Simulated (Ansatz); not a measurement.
**Ionic part of the dielectric constant of BN at 4 GPa, mode by mode**

All numbers below come from DFT PBE, scalar-relativistic, plane waves, PAW (Ansatz). Settings: 420 eV plane-wave cutoff, Γ-centred 12×12×12 mesh, fixed occupations. No spin polarisation. Phonons by linear response, acoustic sum rule imposed.

It takes space group F-43m (No. 216, cubic). Conventional cell: a = 3.612 Å, b = 3.612 Å, c = 3.612 Å, α = 90.00°, β = 90.00°, γ = 90.00°. B (site symmetry -43m) is surrounded by 4 N at 1.56 Å. N (site symmetry -43m) has 4 B at 1.56 Å as nearest neighbours.

The primitive cell has V = 11.78 Å³ and ε∞,yy = 4.603. Each polar mode adds Δε = (4.92064×10⁷/V)·S/ν² along y, with S its oscillator strength in e²/amu, ν in cm⁻¹ and V in Å³.

Q: From these modes, find each Δε and ε0,yy.
```
ν (cm⁻¹) S_yy (e²/amu)
  1040.0         0.5975
```

A:
```json
{"ν (cm⁻¹)": "1040.0", "Δε": "2.31"}
```

The sum is 2.307, so ε0,yy = 6.91; the run's tensor has 6.91.

Q: Where do the longitudinal modes lie for a wave vector along y?

A: At 1274 cm⁻¹. The Lyddane–Sachs–Teller product Π(ν_LO/ν_TO)² = 1.50 matches ε0/ε∞ = 1.50.

Cost: 1 run of about 0.17 core-minutes, on Arm Neoverse V2 (shared hosts).

The static dielectric response of cubic BN is mainly electronic: the lattice adds only 2.31 to an ε∞ of 4.603. The whole ionic part comes from the single zone-centre optical mode, in which the B and N sublattices move against each other, and cubic symmetry makes it the same along every axis. The high frequency of 1040.0 cm⁻¹ reflects both light atoms and stiff, short sp³ bonds, but only the stiffness limits the static ionic response. The reduced mass enters the oscillator strength and the squared frequency alike and cancels, leaving the balance between dynamical charge and restoring force.

The bonds are strongly covalent yet polar, since nitrogen is the more electronegative partner. The sublattice displacement therefore sets up a macroscopic field that lifts the longitudinal mode to 1274 cm⁻¹. PBE probably overestimates ε∞ somewhat, as its too-small gap makes the electrons too polarisable. With only one pressure computed, the results don't show whether compression strengthens or weakens the ionic contribution.
